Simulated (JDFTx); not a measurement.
Here is a JDFTx 1.7.0 (patched build) calculation.

CaSe.in

```
lattice Face-Centered Cubic 11.1720608488
coords-type Lattice
ion Se     0.5000000000     0.5000000000     0.5000000000 1
ion Ca     0.0000000000     0.0000000000     0.0000000000 1

ion-species pseudo/Se.upf
ion-species pseudo/Ca.upf
elec-cutoff 40 320
elec-ex-corr mgga-x-r2scan mgga-c-r2scan
kpoint-folding 6 6 6
elec-smearing Fermi 0.0018374661
elec-n-bands 14
electronic-SCF nIterations 100 energyDiffThreshold 1e-09
electronic-minimize nIterations 30 energyDiffThreshold 1e-7
converge-empty-states yes
forces-output-coords Cartesian

dump-name run.$VAR
dump End Ecomponents EigStats BandEigs Kpoints Forces Stress ElecDensity KEdensity
```

Potentials or basis: SG15-PBE-1.2 with smoothed tails.

Launch:

```sh
$ jdftx -c 1 -i CaSe.in -o CaSe.out
```

Question: Predict the pressure.

Answer: 0.9 GPa.

Question: What does it give for the band gap on the k mesh?

Answer: 2.48 eV, indirect (least direct gap 3.45 eV).

Caveat: the potentials were made for another functional, which shifts forces and pressure.

**Experimental background.**

A printed reference work, monograph, original work of 1988 reports, for a bulk crystal of CaSe at 2 K: band gap 3.85 eV (indirect).

Against the measured gap of CaSe, 3.85 eV (indirect; 2 K; a printed reference work, monograph, original work of 1988), the calculated 2.48 eV is off by -1.37 eV. Spin-orbit coupling on Se is left out. The value is that of r2SCAN on a finite k mesh, which can miss the band edges, without temperature or zero-point motion.
